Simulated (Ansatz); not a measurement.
# RbCl: excitons and shallow donors from band masses and screening

Level of theory: Ansatz, DFT PBE, scalar-relativistic, plane waves, PAW.

Settings: cutoff 420 eV, Γ-centred mesh 6×6×6 on the computed 2-atom cell, Gaussian smearing of 0.02 eV; no spin polarisation.

Relaxed cell: Fm-3m, a = 6.698 Å, b = 6.698 Å, c = 6.698 Å, α = 90.00°, β = 90.00°, γ = 90.00°, 2 atoms in the primitive cell.

The calculation gives a Kohn–Sham gap of 4.84 eV, an electron mass of 0.437 mₑ and a hole mass of 1.88 mₑ (harmonic means over x, y, z and over the bands degenerate at each edge), and ε∞ = 2.52 (independent particles, mean of the diagonal).

Q: Estimate the binding energy and radius of a Wannier–Mott exciton and of a shallow donor, and say whether the hydrogenic model can hold.

A: The reduced mass is μ = mₙmₕ/(mₙ + mₕ) = 0.354 mₑ, with mₙ and mₕ the band masses. With E_b = 13.606 eV × μ/ε² and a = 0.529 Å × ε/μ (μ in mₑ) the exciton has E_b = 759 meV and a = 3.8 Å. For a donor μ is the electron mass: 935 meV and 3.1 Å. The radius isn't large against the shortest lattice vector (4.74 Å), so the continuum picture is doubtful and the numbers are only a scale. In a polar crystal the ions screen too, so a state bound more weakly than an optical phonon feels the larger static constant, which lowers the energy and widens the orbit. The other way, the small Kohn–Sham gap and the missing local fields make ε∞ too large and the masses tend to be too light, which underbinds.

Cost: 4 runs of about 0.5 core-minutes in all, on Arm Neoverse V1 (shared hosts).